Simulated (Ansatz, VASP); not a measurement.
# Cross-check of GaN between VASP and Ansatz, part 2 of 2

Aim: how closely do two programs agree when they are given the same cell, functional and k mesh? The cell is taken from a series of VASP runs on this material, whose earlier steps may have relaxed, scaled or displaced it; both programs get it as it stands. Other levels of theory on this material are compared in a session of their own.

VASP 6.6.1 and Ansatz 0.2.0.

So far. Step 2 (VASP: band structure, r2SCAN): The run ends at a pressure of -2.30 GPa, with forces up to 0.0045 eV/Å.

### 4. Side by side

Known differences besides the potentials themselves: VASP keeps PBE cores, Ansatz makes them for the functional; the cutoff is 500 eV in Ansatz and 460 eV in VASP. Total energies have different zeros and are not compared.

Compared:

```tsv
quantity	Ansatz	VASP	difference
pressure (GPa)	-2.56	-2.30	-0.26
pressure without Ansatz's Pulay correction (GPa)	-2.65	-2.30	-0.35
gap over the path points (eV)	2.256	2.250	+0.007
```

Levels at points of the path, from each program's valence-band top (eV; 4 filled, then empty):

```tsv
k (reciprocal lattice)	Ansatz	VASP
0.000 0.000 0.000	-1.05 -0.04 0.00 0.00 2.26 4.74 9.89	-1.05 -0.04 0.00 0.00 2.25 4.72 9.88
0.167 0.000 0.000	-1.74 -1.57 -0.33 -0.25 3.81 6.05 8.75	-1.74 -1.57 -0.32 -0.24 3.80 6.03 8.74
0.333 0.000 0.000	-3.96 -2.42 -1.26 -0.76 5.33 6.25 7.22	-3.96 -2.42 -1.26 -0.76 5.32 6.23 7.21
0.500 0.000 0.000	-4.24 -2.79 -2.20 -1.01 5.55 6.05 6.52	-4.24 -2.79 -2.20 -1.01 5.54 6.04 6.51
0.463 0.074 0.000	-4.20 -3.03 -2.23 -1.24 5.92 6.25 6.49	-4.21 -3.03 -2.23 -1.24 5.92 6.24 6.47
0.407 0.185 0.000	-4.36 -3.58 -2.41 -2.06 5.99 7.33 7.44	-4.36 -3.58 -2.41 -2.06 5.98 7.31 7.43
0.352 0.296 0.000	-5.16 -3.21 -2.81 -2.70 5.63 8.23 8.54	-5.16 -3.21 -2.81 -2.70 5.62 8.21 8.51
0.296 0.296 0.000	-4.80 -3.48 -2.60 -2.54 5.73 8.01 8.61	-4.80 -3.48 -2.60 -2.54 5.72 7.98 8.59
0.185 0.185 0.000	-4.14 -2.76 -1.27 -1.10 5.79 7.30 7.88	-4.14 -2.76 -1.27 -1.10 5.78 7.29 7.86
0.074 0.074 0.000	-1.57 -1.05 -0.20 -0.19 3.36 5.68 9.43	-1.57 -1.05 -0.20 -0.19 3.35 5.66 9.43
```

At this near-relaxed geometry the largest component of a force difference is 6 meV/Å. Among the levels compared at these points, filled levels agree within 5 meV and empty ones within 27 meV. Ansatz's pressure holds a Pulay correction of 0.10 GPa; VASP's holds none.

### 5. VASP: band structure, r2SCAN, spin-orbit coupling

Levels along a path test the potential and the projectors away from the mesh points.

The input, INCAR:

```
SYSTEM = GaN
PREC = Accurate
ENCUT = 460
EDIFF = 1E-06
NELM = 100
ISMEAR = 0
SIGMA = 0.03
LREAL = .FALSE.
ALGO = Normal
METAGGA = R2SCAN
LASPH = .TRUE.
LNONCOLLINEAR = .TRUE.
MAGMOM = 0 0 0 0 0 0 0 0 0 0 0 0
NBANDS = 48
GGA_COMPAT = .FALSE.
LSORBIT = .TRUE.
LORBIT = 11
LWAVE = .FALSE.
LCHARG = .FALSE.
KPAR = 8
```

The input, POSCAR:

```
GaN
1.0
    3.1972000000      0.0000000000      0.0000000000
   -1.5986000000      2.7688564210      0.0000000000
    0.0000000000      0.0000000000      5.2070000000
Ga N
2 2
Direct
    0.3333333333      0.6666666667      0.0916875968
    0.6666666667      0.3333333333      0.5916875968
    0.3333333333      0.6666666667      0.4683124032
    0.6666666667      0.3333333333      0.9683124032
```

The input, KPOINTS:

```
Automatic mesh
0
Gamma
8 8 4
0 0 0
```

The input, KPOINTS_OPT:

```
Line mode
10
Line-mode
Reciprocal
  0.00000000   0.00000000   0.00000000 GAMMA
  0.50000000   0.00000000   0.00000000 M

  0.50000000   0.00000000   0.00000000 M
  0.33333333   0.33333333   0.00000000 K

  0.33333333   0.33333333   0.00000000 K
  0.00000000   0.00000000   0.00000000 GAMMA

  0.00000000   0.00000000   0.00000000 GAMMA
  0.00000000   0.00000000   0.50000000 A

  0.00000000   0.00000000   0.50000000 A
  0.50000000   0.00000000   0.50000000 L

  0.50000000   0.00000000   0.50000000 L
  0.33333333   0.33333333   0.50000000 H

  0.33333333   0.33333333   0.50000000 H
  0.00000000   0.00000000   0.50000000 A

  0.50000000   0.00000000   0.50000000 L
  0.50000000   0.00000000   0.00000000 M

  0.33333333   0.33333333   0.00000000 K
  0.33333333   0.33333333   0.50000000 H
```

The projector-augmented-wave data sets are Ga_d and N (PBE family, release 64).

Launch:

```console
$ mpirun -np 8 vasp_ncl
```

Numbers of over 12 decimals in the logs are rounded to 6 here.

The log of the run:

```text
[banner, memory and clock lines left out]
running    8 mpi-ranks, on    1 nodes
[...]
[... a notice as in an earlier step ...]

 [... a notice as in an earlier step ...]

 LDA part: xc-table for (None), standard interpolation
 POSCAR, INCAR and KPOINTS ok, starting setup
[...]
entering main loop
       N       E                     dE             d eps       ncg     rms          rms(c)
DAV:   1     0.361575716181E+03    0.36158E+03   -0.15454E+04  4432   0.267E+03
DAV:   2     0.231224295585E+02   -0.33845E+03   -0.31600E+03  3912   0.691E+02
DAV:   3    -0.483108653118E+02   -0.71433E+02   -0.69324E+02  4456   0.210E+02
DAV:   4    -0.534838001409E+02   -0.51729E+01   -0.51296E+01  4928   0.602E+01
[...]
DAV:  13    -0.438256326226E+02    0.65339E-05   -0.61519E-06  4696   0.237E-02    0.725E-03
DAV:  14    -0.438256312506E+02    0.13720E-05   -0.31969E-06  5112   0.525E-02    0.218E-03
DAV:  15    -0.438256312906E+02   -0.40051E-07   -0.87353E-07  2688   0.959E-03
   1 F= -.43825631E+02 E0= -.43825631E+02  d E =-.753713E-18  mag=    -0.0000     0.0000     0.0000
 Start KPOINTS_OPT (optional k-point list driver)
k-point batch [1-40\90]
       N       E                     dE             ncg
DAV:   1     0.894522836643E+04   -0.17519E+05     4496
DAV:   2    -0.458239756647E+04   -0.13528E+05     3880
DAV:   3    -0.728294827244E+04   -0.27006E+04     4520
DAV:   4    -0.746363816294E+04   -0.18069E+03     4608
[...]
DAV:   8    -0.746986207063E+04   -0.63765E-04     5120
DAV:   9    -0.746986207164E+04   -0.10088E-05     3128
DAV:  10    -0.746986207183E+04   -0.18403E-06     2848
[...]
k-point batch [81-90\90]
       N       E                     dE             ncg
DAV:   1     0.369228599386E+05   -0.12013E+05     1104
DAV:   2     0.335712319496E+05   -0.33516E+04      960
DAV:   3     0.329077598357E+05   -0.66347E+03     1056
DAV:   4     0.328611067408E+05   -0.46653E+02     1224
DAV:   5     0.328598780129E+05   -0.12287E+01     1056
DAV:   6     0.328598278872E+05   -0.50126E-01     1376
DAV:   7     0.328598268013E+05   -0.10859E-02     1216
DAV:   8     0.328598267882E+05   -0.13006E-04     1376
DAV:   9     0.328598267881E+05   -0.16607E-06      720
```

From OUTCAR (step 5):

```text
  Total       -0.6749259     -0.6749259     -0.6656221      0.0000000      0.0000000      0.0000000
  in kB      -23.4589645    -23.4589645    -23.1355863      0.0000000      0.0000000      0.0000000
  external PRESSURE =     -23.3511718 kB  Pullay stress =       0.0000000 kB

 POSITION                                       TOTAL-FORCE (eV/Angst)
 -----------------------------------------------------------------------------------
     -0.00000      1.84590      0.47742        -0.000000      0.000000     -0.004192
      1.59860      0.92295      3.08092         0.000000     -0.000000     -0.004192
     -0.00000      1.84590      2.43850         0.000000     -0.000000      0.004192
      1.59860      0.92295      5.04200         0.000000      0.000000      0.004192
 -----------------------------------------------------------------------------------
    total drift:                               -0.000000      0.000000      0.026206

  FREE ENERGIE OF THE ION-ELECTRON SYSTEM (eV)
  ---------------------------------------------------
  free  energy   TOTEN  =       -43.8256312906 eV

  energy  without entropy=      -43.8256312906  energy(sigma->0) =      -43.82563129

 magnetization (x)
# of ion       s       p       d       tot
------------------------------------------
    1       -0.000   0.000   0.000   0.000
    2        0.000   0.000  -0.000  -0.000
    3       -0.000   0.000   0.000   0.000
    4        0.000  -0.000   0.000  -0.000
--------------------------------------------------
tot          0.000   0.000   0.000   0.000

 magnetization (y)
# of ion       s       p       d       tot
------------------------------------------
    1       -0.000   0.000   0.000  -0.000
    2        0.000   0.000   0.000   0.000
    3        0.000   0.000   0.000   0.000
    4       -0.000   0.000   0.000   0.000
--------------------------------------------------
tot         -0.000   0.000   0.000   0.000

 magnetization (z)
# of ion       s       p       d       tot
------------------------------------------
    1       -0.000   0.000  -0.000  -0.000
    2       -0.000   0.000   0.000  -0.000
    3        0.000   0.000   0.000   0.000
    4        0.000   0.000   0.000   0.000
--------------------------------------------------
tot         -0.000   0.000  -0.000  -0.000

[... 1 part as in an earlier step ...]

[... 2 further parts left out ...]
[key lines of the parts left out:]
E-fermi :   5.1308
```

The run ends at a pressure of -2.34 GPa, with forces up to 0.0042 eV/Å.

### 6. Ansatz: band structure, r2SCAN, spin-orbit coupling

The same cell, functional, mesh and smearing now go to Ansatz, which takes its cutoff from its data sets.

The cell is taken from a series of VASP runs on this material, whose earlier steps may have relaxed, scaled or displaced it; both programs get it as it stands.

The input, input.yaml:

```yaml
crystal:
  lattice:
    - [3.1972, 0.0, 0.0]
    - [-1.5986, 2.768856421, 0.0]
    - [0.0, 0.0, 5.207]
  atoms:
    - { symbol: Ga, position: [0.3333333333, 0.6666666667, 0.0916875968] }
    - { symbol: Ga, position: [0.6666666667, 0.3333333333, 0.5916875968] }
    - { symbol: "N", position: [0.3333333333, 0.6666666667, 0.4683124032] }
    - { symbol: "N", position: [0.6666666667, 0.3333333333, 0.9683124032] }
hamiltonian:
  xc: r2scan
  pseudopotentials: { kind: paw_fr }
magnetization:
  noncollinear: true
  spin_orbit: true
kpoints:
  mp_grid: { grid: [8, 8, 4] }
  band_path:
    path:
      - [0.0, 0.0, 0.0]
      - [0.16667, 0.0, 0.0]
      - [0.33333, 0.0, 0.0]
      - [0.5, 0.0, 0.0]
      - [0.46296, 0.07407, 0.0]
      - [0.40741, 0.18519, 0.0]
      - [0.35185, 0.2963, 0.0]
      - [0.2963, 0.2963, 0.0]
      - [0.18519, 0.18519, 0.0]
      - [0.07407, 0.07407, 0.0]
      - [0.0, 0.0, 0.0]
      - [0.0, 0.0, 0.16667]
      - [0.0, 0.0, 0.33333]
      - [0.0, 0.0, 0.5]
      - [0.11111, 0.0, 0.5]
      - [0.33333, 0.0, 0.5]
      - [0.5, 0.0, 0.5]
      - [0.46296, 0.07407, 0.5]
      - [0.40741, 0.18519, 0.5]
      - [0.35185, 0.2963, 0.5]
      - [0.2963, 0.2963, 0.5]
      - [0.18519, 0.18519, 0.5]
      - [0.07407, 0.07407, 0.5]
      - [0.5, 0.0, 0.5]
      - [0.5, 0.0, 0.33333]
      - [0.5, 0.0, 0.16667]
      - [0.5, 0.0, 0.0]
      - [0.33333, 0.33333, 0.11111]
      - [0.33333, 0.33333, 0.27778]
      - [0.33333, 0.33333, 0.5]
    npoints: 1
scf:
  occupations: { method: gaussian, width: 0.03 }
  n_extra_bands: 16
output:
  forces: true
  stress: true
  eigenvalues: true
```

Launch:

```console
$ ansatz run input.yaml --threads 2 --pin off --max-ram 4608MiB --backend cpu --events-out ev --progress --plain --runs-dir out
```

The log of the run:

```text
[...]
non-collinear run that drives no moment, with spin-orbit: no starting moment large enough to seed its density (crystal.atoms[].spin), no starting occupations that ask for one, no magnetisation constraint and no magnetic field, so the semilocal B_xc is pinned to zero
Crystal: 4 atoms, lattice volume = 46.095 Å³
[...]
k-point 1: bands = [... 32 lower, 9.1203, 9.1203, 9.1299, 9.1299, 12.7595, 12.7595, 14.1311, 14.1311, ... 12 higher]
  k-point 2: bands = [... 32 lower, 8.7553, 8.7553, 8.7553, 8.7553, 13.9748, 13.9748, 13.9748, 13.9748, ... 12 higher]
  k-point 29: bands = [... 32 lower, 7.7447, 7.7447, 7.7558, 7.7558, 15.8157, 15.8157, 15.8394, 15.8394, ... 12 higher]
[key lines of the parts left out:]
SCF converged after 8 iterations
Magnetization: |M| = 0.0000 μB,  M = (+0.0000, +0.0000, +0.0000) μB
Free energy (F): -8347.781536 eV
Fermi energy:    10.415492 eV
P = ⅓ Tr σ = -2.5750 GPa (-25.750 kbar)
```

Run time: 44 s. Hardware: 2 threads of Arm Neoverse V1, shared host; peak memory 0.64 GiB; 78 s of CPU time.

### 7. Comparison

What differs besides the data sets and the points named for the pairs above, as far as they apply: spin-orbit coupling enters by fully relativistic files in Ansatz and inside the spheres in VASP. Total energies have different zeros and are not compared.

Both answers:

```tsv
quantity	Ansatz	VASP	difference
pressure (GPa)	-2.58	-2.34	-0.24
pressure without Ansatz's Pulay correction (GPa)	-2.67	-2.34	-0.34
gap over the path points (eV)	2.254	2.247	+0.007
```

Levels at points of the path, from each program's valence-band top (eV; 8 filled, then empty):

```tsv
k (reciprocal lattice)	Ansatz	VASP
0.000 0.000 0.000	-1.04 -1.04 -0.04 -0.04 -0.01 -0.01 0.00 0.00 2.25 2.25 4.74 4.74 9.88 9.88	-1.04 -1.04 -0.04 -0.04 0.00 0.00 0.00 0.00 2.25 2.25 4.72 4.72 9.88 9.88
0.167 0.000 0.000	-1.75 -1.74 -1.57 -1.57 -0.34 -0.32 -0.25 -0.24 3.80 3.81 6.04 6.06 8.74 8.75	-1.75 -1.74 -1.57 -1.57 -0.34 -0.32 -0.25 -0.24 3.79 3.81 6.02 6.04 8.72 8.74
0.333 0.000 0.000	-3.97 -3.96 -2.42 -2.42 -1.28 -1.25 -0.77 -0.76 5.31 5.34 6.24 6.25 7.21 7.22	-3.97 -3.96 -2.42 -2.42 -1.28 -1.25 -0.77 -0.76 5.30 5.33 6.22 6.23 7.20 7.21
0.500 0.000 0.000	-4.24 -4.24 -2.79 -2.79 -2.21 -2.21 -1.02 -1.02 5.55 5.55 6.05 6.05 6.52 6.52	-4.24 -4.24 -2.79 -2.79 -2.21 -2.21 -1.02 -1.02 5.54 5.54 6.04 6.04 6.51 6.51
0.463 0.074 0.000	-4.21 -4.21 -3.04 -3.02 -2.24 -2.23 -1.24 -1.24 5.92 5.93 6.25 6.25 6.48 6.49	-4.21 -4.21 -3.04 -3.02 -2.24 -2.23 -1.24 -1.24 5.91 5.92 6.24 6.24 6.46 6.47
0.407 0.185 0.000	-4.36 -4.35 -3.61 -3.56 -2.42 -2.41 -2.06 -2.06 5.98 5.99 7.32 7.33 7.43 7.44	-4.37 -4.36 -3.61 -3.56 -2.42 -2.41 -2.06 -2.06 5.98 5.98 7.30 7.31 7.42 7.43
0.352 0.296 0.000	-5.17 -5.16 -3.23 -3.19 -2.82 -2.81 -2.71 -2.70 5.63 5.63 8.23 8.23 8.53 8.54	-5.17 -5.16 -3.23 -3.19 -2.82 -2.81 -2.71 -2.70 5.62 5.62 8.21 8.21 8.51 8.51
0.296 0.296 0.000	-4.81 -4.80 -3.50 -3.46 -2.61 -2.60 -2.56 -2.53 5.72 5.72 8.00 8.01 8.61 8.61	-4.81 -4.80 -3.50 -3.46 -2.60 -2.60 -2.56 -2.53 5.72 5.72 7.98 7.98 8.58 8.58
0.185 0.185 0.000	-4.14 -4.14 -2.77 -2.75 -1.28 -1.27 -1.12 -1.09 5.78 5.79 7.30 7.30 7.87 7.87	-4.14 -4.14 -2.77 -2.75 -1.28 -1.27 -1.12 -1.09 5.77 5.78 7.29 7.29 7.85 7.85
0.074 0.074 0.000	-1.57 -1.57 -1.06 -1.05 -0.21 -0.20 -0.19 -0.19 3.35 3.36 5.67 5.68 9.41 9.41	-1.57 -1.57 -1.06 -1.05 -0.21 -0.20 -0.19 -0.19 3.35 3.35 5.65 5.66 9.40 9.41
```

At this near-relaxed geometry the largest component of a force difference is 6 meV/Å. Among the levels compared at these points, filled levels agree within 6 meV and empty ones within 28 meV. Ansatz's pressure holds a Pulay correction of 0.10 GPa; VASP's holds none.

### 8. VASP: single point, LDA

With cell and atoms fixed, the geometry can't cause a difference; cores, projectors, grids and the points listed under the comparison can.

The input, INCAR:

```
SYSTEM = GaN
PREC = Accurate
ENCUT = 450
EDIFF = 1E-08
NELM = 100
ISMEAR = 0
SIGMA = 0.01
LREAL = .FALSE.
ALGO = Normal
GGA = CA
NBANDS = 24
LORBIT = 11
LWAVE = .TRUE.
LCHARG = .FALSE.
KPAR = 8
```

POSCAR is that of step 5.

The input, KPOINTS:

```
Automatic mesh
0
Gamma
5 5 3
0 0 0
```

PAW data sets: Ga_d_GW and N_GW (LDA family, release 64).

Launch:

```console
$ mpirun -np 8 vasp_std
```

The log of the run:

```text
[banner, memory and clock lines left out]
running    8 mpi-ranks, on    1 nodes
[...]
[... a notice as in an earlier step ...]

 LDA part: xc-table for (Slater(with rela. corr.)+CA(PZ))
 , standard interpolation
 POSCAR, INCAR and KPOINTS ok, starting setup
[...]
entering main loop
       N       E                     dE             d eps       ncg     rms          rms(c)
DAV:   1     0.382692470033E+03    0.38269E+03   -0.18531E+04   480   0.228E+03
DAV:   2     0.188052176070E+02   -0.36389E+03   -0.35329E+03   544   0.535E+02
DAV:   3    -0.299505772785E+02   -0.48756E+02   -0.48226E+02   608   0.235E+02
DAV:   4    -0.317646356084E+02   -0.18141E+01   -0.18120E+01   576   0.555E+01
[...]
DAV:  13    -0.278504273771E+02    0.12236E-06   -0.34206E-06   784   0.269E-02    0.100E-03
DAV:  14    -0.278504272975E+02    0.79554E-07   -0.19706E-07   808   0.942E-03    0.574E-04
DAV:  15    -0.278504273069E+02   -0.94051E-08   -0.33661E-08   592   0.396E-03
   1 F= -.27850427E+02 E0= -.27850427E+02  d E =-.479541E-19
 writing wavefunctions
```

OUTCAR, selected parts (step 8):

```text
  Total       -2.4327791     -2.4327791     -2.3906243      0.0000000      0.0000000      0.0000000
  in kB      -84.5581448    -84.5581448    -83.0929347      0.0000000      0.0000000      0.0000000
  external PRESSURE =     -84.0697414 kB  Pullay stress =       0.0000000 kB

 POSITION                                       TOTAL-FORCE (eV/Angst)
 -----------------------------------------------------------------------------------
     -0.00000      1.84590      0.47742         0.000000      0.000000     -0.002331
      1.59860      0.92295      3.08092        -0.000000      0.000000     -0.002331
     -0.00000      1.84590      2.43850        -0.000000      0.000000      0.002331
      1.59860      0.92295      5.04200         0.000000     -0.000000      0.002331
 -----------------------------------------------------------------------------------
    total drift:                               -0.000000     -0.000000      0.002930

  FREE ENERGIE OF THE ION-ELECTRON SYSTEM (eV)
  ---------------------------------------------------
  free  energy   TOTEN  =       -27.8504273069 eV

  energy  without entropy=      -27.8504273069  energy(sigma->0) =      -27.85042731

[... 3 further parts left out ...]
[key lines of the parts left out:]
E-fermi :   4.8414
```

The run ends at a pressure of -8.41 GPa, with forces up to 0.0023 eV/Å.

### 9. Ansatz: single point, LDA

The same cell, functional (in two slightly different forms), mesh and smearing now go to Ansatz, which takes its cutoff from its data sets.

The cell is taken from a series of VASP runs on this material, whose earlier steps may have relaxed, scaled or displaced it; both programs get it as it stands.

The input, input.yaml:

```yaml
crystal:
  lattice:
    - [3.1972, 0.0, 0.0]
    - [-1.5986, 2.768856421, 0.0]
    - [0.0, 0.0, 5.207]
  atoms:
    - { symbol: Ga, position: [0.3333333333, 0.6666666667, 0.0916875968] }
    - { symbol: Ga, position: [0.6666666667, 0.3333333333, 0.5916875968] }
    - { symbol: "N", position: [0.3333333333, 0.6666666667, 0.4683124032] }
    - { symbol: "N", position: [0.6666666667, 0.3333333333, 0.9683124032] }
hamiltonian:
  xc: lda
  pseudopotentials: { kind: paw }
kpoints:
  mp_grid: { grid: [5, 5, 3] }
scf:
  occupations: { method: gaussian, width: 0.01 }
  n_extra_bands: 5
output:
  forces: true
  stress: true
  eigenvalues: true
  write_density: true
  write_potential: true
  elf: true
  volumetric_format: npy
```

Launch:

```console
$ ansatz run input.yaml --threads 2 --pin off --max-ram 4608MiB --backend cpu --events-out ev --progress --plain --runs-dir out
```

The log of the run:

```text
[...]
Crystal: 4 atoms, lattice volume = 46.095 Å³
Basis set: ecut = 420 eV, 917 PW (Γ)
Bands: 23, of which v1, the nominal top of the filled ones, is band 18 counted from 1 (17 counted from 0)
Symmetry: 12 space group operations
[...]
k-points: 10 of 75 (time reversal used)
[...]
k-point 0: bands = [... 14 lower, 8.1653, 9.1577, 9.2007, 9.2007, 11.0464, 13.2805, 18.1830, 18.8514, ... 1 higher]
  k-point 1: bands = [... 14 lower, 8.4144, 8.4144, 8.9316, 8.9316, 12.6976, 13.4398, 17.5914, 17.9917, ... 1 higher]
  k-point 2: bands = [... 14 lower, 7.0129, 7.4826, 8.7394, 8.8603, 12.8994, 14.7972, 16.8041, 17.7428, ... 1 higher]
  k-point 9: bands = [... 14 lower, 5.1668, 6.2823, 6.9758, 7.6596, 14.4090, 15.5345, 16.6168, 16.7996, ... 1 higher]
[key lines of the parts left out:]
SCF converged after 6 iterations
Free energy (F): -8164.122144 eV
Fermi energy:    10.123574 eV
P = ⅓ Tr σ = -7.7875 GPa (-77.875 kbar)
```

Run time: 1.4 s. Hardware: 2 threads; peak memory 0.29 GiB.

The run ends at a pressure of -7.79 GPa, with forces up to 0.0035 eV/Å.

### 10. Comparison

What differs besides the data sets and the points named for the pairs above, as far as they apply: the two LDA forms differ slightly; the cutoff is 420 eV in Ansatz and 450 eV in VASP; VASP's log shows a relativistic correction to its local exchange, Ansatz's none. Total energies have different zeros and are not compared.

Compared:

```tsv
quantity	Ansatz	VASP	difference
gap on the k mesh (eV)	1.846	1.862	-0.016
```

Not compared: the pressure (VASP's GW data sets at this cutoff don't carry it). A gap on the mesh is an upper bound, since the band edges may lie between its points.

### 11. Outcome

| Item | Value |
| --- | --- |
| difference in gap over the path points (band structure, r2SCAN) | 0.0066 eV |
| difference in gap over the path points (band structure, r2SCAN, spin-orbit coupling) | 0.0069 eV |
| difference in gap on the k mesh (single point, LDA) | -0.016 eV |

What this shows: The difference in gap on the k mesh is -0.016 eV (single point, LDA), within the 0.08 eV picked in this series as the mark of a large difference. VASP's data sets differ among the pairs, so a change from pair to pair isn't the functional's or the coupling's alone. 4 further runs of this series are not shown here. How closely two codes agree says nothing of how well the functional describes the real material.

[Lines on the potential files, build, host, timing and source positions are cut from VASP's logs without a mark.]

[Logs are printed without paths, hosts, clocks, repeated set-up lines and the standing remarks that a program may print on its own settings, such as how far it seeks lower states.]

[Hosts, paths, dates, database ids (printed as entryN), source tags and the programs' standing remarks are cut or masked in the printed files.]
